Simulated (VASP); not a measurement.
# Nb: work function with PBE

Nb, a slab with vacuum:

```
Nb
1.0
     2.86556    0.00000    0.00000
    -0.95519    2.70167    0.00000
     0.00000    0.00000   19.87946
Nb
3
Direct
  0.00000 0.00000 0.38230
  0.50000 0.50000 0.49649
  0.00000 0.00000 0.61081
```

The cell was built by a generator and needn't be a form met in nature.

```yaml
Program: VASP 6.6.1
Task: work function
Functional: PBE
Potentials_or_basis: VASP PAW PBE potentials, release 64 (Nb_sv)
Cutoff: 520 eV
k_mesh: 12 × 12 × 1
Occupations: methfessel-paxton, width 0.1 eV
Spin: no spin polarisation
Dipole_correction: yes
Further_INCAR_settings: ALGO = Normal; EDIFF = 1e-06
```

```
Largest force                   : 0.015 eV/Å
Band gap on the k mesh          : none (metal or under the smearing width)
Work function of the upper face : 4.58 eV
Work function of the lower face : 4.57 eV
```

Forces in eV/Å, atoms in the order of the input:
```
Nb   0.000  0.000 -0.015
Nb   0.000  0.000  0.010
Nb   0.000  0.000  0.005
```

Levels at points of the mesh, in eV from the Fermi level:
```tsv
k point	band 15	band 16	band 17	band 18	band 19	band 20	band 21	band 22	band 23
(0.00, 0.00, 0.00)	-3.78	-1.69	-1.02	-0.54	-0.19	-0.07	0.33	0.62	1.58
(0.50, 0.00, 0.00)	-2.54	-1.64	-1.61	-1.48	0.01	0.80	2.15	2.41	2.73
(0.50, 0.50, 0.00)	-3.38	-2.88	-1.65	-1.30	0.83	1.12	1.74	2.47	3.10
```

Wall time 84 s on 2 MPI ranks on AMD EPYC 9R45 96-Core Processor (Zen 5), on a shared host, peak memory 0.31 GiB a rank.
